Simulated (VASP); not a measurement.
Ti under changes of volume

One of the cells (16.098 Å³/atom); the others are scaled copies at fixed shape and fractional positions:

```
CELL_PARAMETERS angstrom
2.86298 0.00000 0.00000
-1.43149 2.47941 0.00000
0.00000 0.00000 4.53559
ATOMIC_POSITIONS crystal
Ti 0.66667 0.33333 0.75000
Ti 0.33333 0.66667 0.25000
```

* Program: VASP 6.6.1
* Functional: LDA
* Potentials or basis: VASP PAW LDA potentials, release 64 (Ti_sv)
* Cutoff: 520 eV
* k mesh: 8 × 8 × 6
* Occupations: fermi-dirac, width 0.05 eV
* Spin: no spin polarisation

| volume (Å³/atom) | energy over the lowest point (meV/atom) | pressure (GPa) |
| --- | --- | --- |
| 15.454 | ? | ? |
| 15.776 | 2.81 | 2.7 |
| 16.098 | 0.00 | 0.0 |
| 16.420 | 2.36 | -2.4 |
| 16.742 | 9.44 | -4.6 |

Problem. What does the run at 15.454 Å³/atom give?

Solution. Energy over the lowest point 11.30 meV/atom; pressure 5.6 GPa.

Worked out: A Birch-Murnaghan fit of order 2 (a polynomial in V^(-2/3)) to the other rows has its minimum at 16.11 Å³/atom with B0 = V·E''(V) = 129 GPa at fixed shape and positions, which overstates the stiffness. It gives 11.37 meV/atom at 15.454 Å³/atom, against the run's 11.30, and -dE/dV = 5.8 GPa, against 5.6.

Energies are extrapolated to zero smearing.
